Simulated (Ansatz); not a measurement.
Set up this calculation in Ansatz 0.2.0, as the native input.

```yaml
Task: relaxation of cell and atoms
Functional: PBEsol
Potentials_or_basis: Ansatz PAW
Cutoff: "420 eV (not typed: the program's choice for these potentials)"
k_mesh: 5 × 5 × 6
Occupations: fermi-dirac, width 0.05 eV
Spin: no spin polarisation
```

Crystal: HfO2.

```
Hf O
1.0
     5.08032    0.00000    0.00000
     0.00000    5.16487    0.00000
     0.00000    0.00000    4.89088
Hf O
4 8
Cartesian
  1.1308 4.0379 1.3307
  3.6710 3.7094 3.5602
  3.9495 1.1270 1.3307
  1.4093 1.4555 3.5602
  0.9491 0.8452 0.5113
  3.4892 1.7372 4.3796
  4.1312 4.3196 0.5113
  1.5911 3.4277 4.3796
  0.0000 2.5824 2.3919
  2.5402 0.0000 2.4990
  0.0000 0.0000 2.8153
  2.5402 2.5824 2.0756
```

The cell comes from a database or a generator and needn't be the stable form of this composition.

The input as run:

input.yaml

```yaml
crystal:
  lattice:
    - [5.0803194, 0.0, 0.0]
    - [0.0, 5.16486745, 0.0]
    - [0.0, 0.0, 4.89088365]
  atoms:
    - { symbol: Hf, position: [0.22259082, 0.78179958, 0.27206794] }
    - { symbol: Hf, position: [0.72259082, 0.71820042, 0.72793206] }
    - { symbol: Hf, position: [0.77740918, 0.21820042, 0.27206794] }
    - { symbol: Hf, position: [0.27740918, 0.28179958, 0.72793206] }
    - { symbol: O, position: [0.18681532, 0.16364878, 0.10453462] }
    - { symbol: O, position: [0.68681532, 0.33635122, 0.89546538] }
    - { symbol: O, position: [0.81318468, 0.83635122, 0.10453462] }
    - { symbol: O, position: [0.31318468, 0.66364878, 0.89546538] }
    - { symbol: O, position: [0.0, 0.5, 0.48905445] }
    - { symbol: O, position: [0.5, 0.0, 0.51094555] }
    - { symbol: O, position: [0.0, 0.0, 0.57562499] }
    - { symbol: O, position: [0.5, 0.5, 0.42437501] }
hamiltonian:
  xc: pbesol
  pseudopotentials: { kind: paw }
kpoints:
  mp_grid: { grid: [5, 5, 6] }
scf:
  occupations: { method: fermi_dirac, width: 0.05 }
output:
  forces: true
  stress: true
  eigenvalues: true
  write_density: true
  write_potential: true
  elf: true
  volumetric_format: npy
relax:
  f_tol: 0.01
  max_steps: 40
  cell: { stress_tol: 0.05 }
```

Potentials or basis: Ansatz PAW.

The run is started by

```bash
$ ansatz run input.yaml --threads 4 --pin off --max-ram 11264MiB --backend cpu --events-out ev --progress --plain --runs-dir out
```

It gave:

The relaxed volume is 10.74 Å³/atom. The relaxed cell is a = 5.128 Å, b = 5.138 Å, c = 4.893 Å, α = 90.00°, β = 90.00°, γ = 90.00°. The space group after relaxing (to 0.05 Å) is P-42_1m (No. 113). The energy gained by relaxing is 0.5 meV/atom. The ionic steps are 10, the pressure after relaxing is 0.0 GPa and the band gap on the k mesh is 3.69 eV, direct.

Caveat: odd divisions of the mesh miss points on the zone boundary, where band edges often lie, so the gap on the mesh can be too wide; the plane-wave basis is chosen anew once the cell has moved, so the energies of steps on either side of that aren't comparable; the pressure holds a Pulay correction of +0.9 GPa for the finite cutoff; spin-orbit coupling is left out, which moves the levels of the heavy elements; the PAW data sets come from PBE, with cores solved anew for the run's functional, which leaves a small shift of forces and pressure.

Run time: 2.9 min on 4 threads of Arm Neoverse V2 (shared host), peak memory 0.7 GiB.
